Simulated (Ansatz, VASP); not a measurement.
Cd: VASP beside Ansatz

```
Cd
1.0
     3.20377    0.00000    0.00000
    -1.60188    2.77454    0.00000
     0.00000    0.00000    5.09468
Cd
2
Direct
  0.33333 0.66667 0.25000
  0.66667 0.33333 0.75000
```

Alike in both runs: functional PBE; k mesh 15 × 15 × 8; occupations fermi-dirac, width 0.05 eV; no spin polarisation.

Ansatz relaxed the structure, and its values are those at the end. VASP's run is a single point on that final structure, the one shown.

|  | VASP | Ansatz |
| --- | --- | --- |
| version | VASP 6.6.1 | Ansatz 0.2.0 |
| potentials or method | VASP PAW PBE potentials, release 64 (Cd) | PAW with Ansatz's default frozen-core files, scalar-relativistic |
| plane-wave cutoff (eV) | 520 | 420 |
| valence electrons in the cell | 24 | 40 |

|  | VASP | Ansatz | Ansatz less VASP |
| --- | --- | --- | --- |
| pressure (GPa) | 0.2 | 0.0 | -0.24 |

The two sets of potentials don't hold the same shells in valence.
